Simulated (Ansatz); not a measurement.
A run of Ansatz 0.2.0 is set up as follows.

File input.yaml:

```yaml
crystal:
  lattice:
    - [0.0, 3.231, 3.231]
    - [3.231, 0.0, 3.231]
    - [3.231, 3.231, 0.0]
  atoms:
    - { symbol: Pb, position: [0.0, 0.0, 0.0] }
    - { symbol: Te, position: [0.5, 0.5, 0.5] }
hamiltonian:
  xc: pbesol
  pseudopotentials: { kind: paw }
kpoints:
  mp_grid: { grid: [6, 6, 6] }
scf:
  occupations: { method: fixed }
output:
  forces: true
  stress: true
elastic:
  mode: relaxed_ion
  stencil: two_point
```

Potentials or basis: Ansatz PAW.

The run is started by

```bash
$ ansatz run input.yaml --threads 2 --pin off --max-ram 5120MiB --backend cpu --events-out ev --progress --plain --runs-dir out
```

(1) What does it give for the elastic constants C11, C12, C44?

(2) Predict the Voigt bulk modulus.

(3) Predict the pressure.

(4) Estimate the band gap on the k mesh.

Answers

(1) 121, 5, 15 GPa.

(2) 43 GPa.

(3) -0.4 GPa.

(4) 0.66 eV, direct.

Caveat: spin-orbit coupling is left out, which as a rule narrows the gap of such compounds by several tenths of an eV; the PAW data sets come from PBE, with cores solved anew for the run's functional, which leaves a small shift of forces and pressure.

**What was measured.**

A printed reference work, monograph reports, for a bulk crystal of TePb at 4.2 K: band gap 0.19 eV (direct).

Measured gap of TePb: 0.19 eV (direct; 4.2 K; a printed reference work, monograph). This calculation gives 0.66 eV (+0.47 eV). Spin-orbit coupling on Pb, Te is left out. The value is that of PBEsol on a finite k mesh, which can miss the band edges, without temperature or zero-point motion.
